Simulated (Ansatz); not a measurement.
Crystal: Mg.

```
Mg
1.0
     3.20930    0.00000    0.00000
    -1.60465    2.77934    0.00000
     0.00000    0.00000    5.21030
Mg
2
Cartesian
  1.6047 0.9264 3.9077
  0.0000 1.8529 1.3026
```

| Quantity | Value |
| --- | --- |
| Program | Ansatz 0.2.0 |
| Task | relaxation of cell and atoms |
| Functional | BLYP |
| Potentials or basis | all-electron LAPW, scalar-relativistic |
| Basis error allowed | 0.001 eV/atom |
| k mesh | 10 × 10 × 5 |
| Occupations | fermi-dirac, width 0.05 eV |
| Spin | no spin polarisation |

At the start: volume 23.24 Å³/atom.

**Question.** Where does the relaxation end?

**Answer.** Over 7 steps the energy falls by 3.7 meV/atom and the volume is 23.59 Å³/atom (+1.5 %); space group P6_3/mmc (No. 194, to 0.05 Å).

Step by step:
| step | energy change (eV) | largest force (eV/Å) | volume (Å³) |
| --- | --- | --- | --- |
| 1 | 0.0000 | 0.0000 | 46.47 |
| 2 | -0.0048 | 0.0000 | 46.95 |
| 3 | -0.0050 | 0.0000 | 46.92 |
| 4 | -0.0072 | 0.0000 | 47.22 |
| 5 | -0.0074 | 0.0000 | 47.17 |
| 6 | -0.0074 | 0.0000 | 47.18 |
| 7 | -0.0074 | 0.0000 | 47.18 |

Final structure:
```
CELL_PARAMETERS angstrom
3.18113 0.00000 0.00000
-1.59057 2.75494 0.00000
0.00000 0.00000 5.38327
ATOMIC_POSITIONS crystal
Mg 0.66667 0.33333 0.75000
Mg 0.33333 0.66667 0.25000
```
